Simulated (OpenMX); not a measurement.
Crystal: HfC.

```
Hf C
1.0
     0.00000    2.32500    2.32500
     2.32500    0.00000    2.32500
     2.32500    2.32500    0.00000
Hf C
1 1
Direct
  0.50000 0.50000 0.50000
  0.00000 0.00000 0.00000
```

Base run:

- Program: OpenMX 3.8.5
- Functional: PBE
- Potentials or basis: OpenMX 2013 PBE set, Hf7.0-s3p2d2f1, C6.0-s2p2d1, grid cutoff 400 Ry
- k mesh: 7 × 7 × 7
- Occupations: fermi-dirac, width 0.05 eV
- Spin: no spin polarisation

Its results: pressure -0.4 GPa.

Task: The run is repeated on the same cell with these changes: potentials or basis from OpenMX 2013 PBE set, Hf7.0-s3p2d2f1, C6.0-s2p2d1, grid cutoff 400 Ry to OpenMX 2013 PBE set, Hf7.0-s3p2d2, C6.0-s2p2, grid cutoff 400 Ry. What comes out?

Result: Pressure 0.6 GPa.

Caveats: the basis of atomic orbitals isn't converged, which shifts pressures, moduli and gaps.
